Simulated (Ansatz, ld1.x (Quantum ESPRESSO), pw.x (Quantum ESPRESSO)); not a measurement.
# Equation-of-state test of one RRKJ potential (Ga (Z = 31))

Ga, norm-conserving RRKJ (Kleinman–Bylander form), made with ld1.x (Quantum ESPRESSO) 7.5 (PBE, scalar-relativistic). Core [Ar] 3d10, reference 4s2 4p1. Waves: 4p (bound): rc 1.70 bohr; 4s (bound): rc 2.00 bohr. Local part: the s channel. Core correction: Bessel-smoothed model core, default radius (core density twice the valence density).

Atomic tests: cutoffs needed: 15 Ry and 35 Ry (the cutoffs (Ry, on a coarse ladder) from which the occupation-weighted sum of valence levels, in a spherical-Bessel basis at the reference potential, stays within 10 and 1 mRy of its value at 400 Ry); ghost test: no extra level below or beside the all-electron valence levels (p, s, d, f tested) (spherical-Bessel basis up to 400 Ry, 20 bohr box); largest excitation error: -179 meV (all-electron minus pseudo) for 4s1 4p0, out of 7 test configurations.

Crystal test: fcc Ga in pw.x 7.5, no spin, 13³ k-points, Fermi–Dirac smearing 0.01 Ry, cutoffs 50/200 Ry. The reference is all-electron LAPW (Ansatz 0.2.0) with the same functional, mesh and smearing; V0 and B0 come from Birch–Murnaghan fits to the pressures at five volumes. Errors are pseudo minus all-electron; Δ is the rms difference of the E(V) curves that follow from these fits, minima aligned, over ±6 % about the mean V0. Mesh and smearing are coarse, so the numbers serve the comparison and aren't converged zero-temperature values; the lattice is a test structure that the element need not adopt.

```csv
V (Å³/atom),P all-electron (GPa),P pseudo (GPa)
18.074,2.74,-9.49
18.549,1.23,-9.90
19.025,-0.07,-10.23
19.501,-1.20,-10.50
19.976,-2.17,-10.70
```

All-electron: a0 = 4.236 Å (V0 = 19.00 Å³/atom), B0 = 48.8 GPa.

Pseudopotential: mean pressure error (GPa): -10.27. The pressure does not cross zero within the volumes sampled, so no fit is given. This is a poor potential for the solid.

Question: At the middle volume, how do free energy and pressure move when the wave cutoff is lowered (ecutrho kept at four times it)?

Answer:

| cutoff (Ry) | shift of F (meV/atom) | shift of P (GPa) |
| --- | --- | --- |
| 22 | +75.5 | -0.97 |
| 30 | +14.6 | -0.62 |
| 40 | +1.2 | +0.05 |

The run at the middle volume (84 k-points, 6 iterations) took about 3 s on one core of a shared host (Intel(R) Xeon(R) 6975P-C, 192 threads, 756 GiB, load 71).
